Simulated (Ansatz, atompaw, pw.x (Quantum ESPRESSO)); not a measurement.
# pw.x on sc Ir: one setting changed

Potential: PAW, atompaw 4.2.0.5, PBE; core [Xe] 4f14, reference 5d8 6s1 6p0; waves: 6s (bound): rc 2.85 bohr; 6s channel at 0.45 Ry: rc 2.85 bohr; 6p (bound, empty): rc 2.85 bohr; 6p channel at 0.75 Ry: rc 2.70 bohr; 5d (bound): rc 2.40 bohr; 5d channel at 1.1 Ry: rc 2.40 bohr; local part: troulliermartins scheme with l = 3 at 1 Ry, radius 2.65 bohr; core correction: smooth core density matched at 2.45 bohr; augmentation: besselshape compensation charge, radius 2.55 bohr; PAW radius 2.85 bohr; waves and projectors: custom rrkj vanderbiltortho.

The reference run (k-mesh 13³, cutoffs 40/400 Ry, Fermi–Dirac 0.01 Ry, mixing_beta 0.4, conv_thr 1e-9, no spin) gives -0.29 GPa at 16.953 Å³/atom, where all-electron LAPW gives 1.24 GPa. This run, with its own iteration cap, changes ecutrho/ecutwfc to 16.

```
&control
  calculation='scf', prefix='x', pseudo_dir='./', outdir='./tmp', tstress=.true., disk_io='none'
/
&system
  ibrav=0, nat=1, ntyp=1, ecutwfc=40, ecutrho=640, nbnd=12,
  occupations='smearing', smearing='fd', degauss=0.01
/
&electrons
  conv_thr=1e-09, mixing_beta=0.4, electron_maxstep=60
/
ATOMIC_SPECIES
Ir 1.0 Ir.UPF
CELL_PARAMETERS angstrom
  2.56890979 0.00000000 0.00000000
  0.00000000 2.56890979 0.00000000
  0.00000000 0.00000000 2.56890979
ATOMIC_POSITIONS crystal
Ir 0.0000 0.0000 0.0000
K_POINTS automatic
13 13 13 0 0 0
```

```bash
pw.x < Ir.scf.in > Ir.scf.out
```

Task: How does the run end?

Result: It converges in 9 iterations; the free energy moves by +0.0 meV/atom and the pressure by +0.00 GPa. The result is that of the reference run.

```
Message from routine setup:
     using ibrav=0 with symmetry is DISCOURAGED, use correct ibrav instead
     lattice parameter (alat)  =       4.8545  a.u.
     unit-cell volume          =     114.4045 (a.u.)^3
     number of electrons       =         9.00
     number of Kohn-Sham states=           12
     kinetic-energy cutoff     =      40.0000  Ry
     charge density cutoff     =     640.0000  Ry
     scf convergence threshold =      1.0E-09
     Exchange-correlation= SLA PW PBX PBC
     number of k points=    84  Fermi-Dirac smearing, width (Ry)=  0.0100
     iteration #  1     ecut=    40.00 Ry     beta= 0.40
     total energy              =    -721.46928160 Ry
     estimated scf accuracy    <       0.08662911 Ry
     iteration #  2     ecut=    40.00 Ry     beta= 0.40
     total energy              =    -721.47395750 Ry
     estimated scf accuracy    <       0.00744432 Ry
     iteration #  3     ecut=    40.00 Ry     beta= 0.40
     total energy              =    -721.47556826 Ry
     estimated scf accuracy    <       0.00017660 Ry
     iteration #  4     ecut=    40.00 Ry     beta= 0.40
     c_bands:  1 eigenvalues not converged
     total energy              =    -721.47570756 Ry
     estimated scf accuracy    <       0.00010276 Ry
     iteration #  5     ecut=    40.00 Ry     beta= 0.40
     total energy              =    -721.47571482 Ry
     estimated scf accuracy    <       0.00000175 Ry
     iteration #  6     ecut=    40.00 Ry     beta= 0.40
     total energy              =    -721.47571616 Ry
     estimated scf accuracy    <       0.00000055 Ry
     iteration #  7     ecut=    40.00 Ry     beta= 0.40
     total energy              =    -721.47571621 Ry
     estimated scf accuracy    <       0.00000001 Ry
     iteration #  8     ecut=    40.00 Ry     beta= 0.40
     total energy              =    -721.47571623 Ry
     estimated scf accuracy    <          3.2E-09 Ry
     iteration #  9     ecut=    40.00 Ry     beta= 0.40
     the Fermi energy is    15.3650 ev
!    total energy              =    -721.47571623 Ry
     estimated scf accuracy    <          2.0E-10 Ry
     smearing contrib. (-TS)   =      -0.00714450 Ry
     convergence has been achieved in   9 iterations
          total   stress  (Ry/bohr**3)                   (kbar)     P=       -2.92
     Message from routine punch:
     Nothing written, as per user request (disk_io='none')
```

The run took about 12 s on one core of a shared host (Intel(R) Xeon(R) 6975P-C, 192 threads, 744 GiB, load 116).
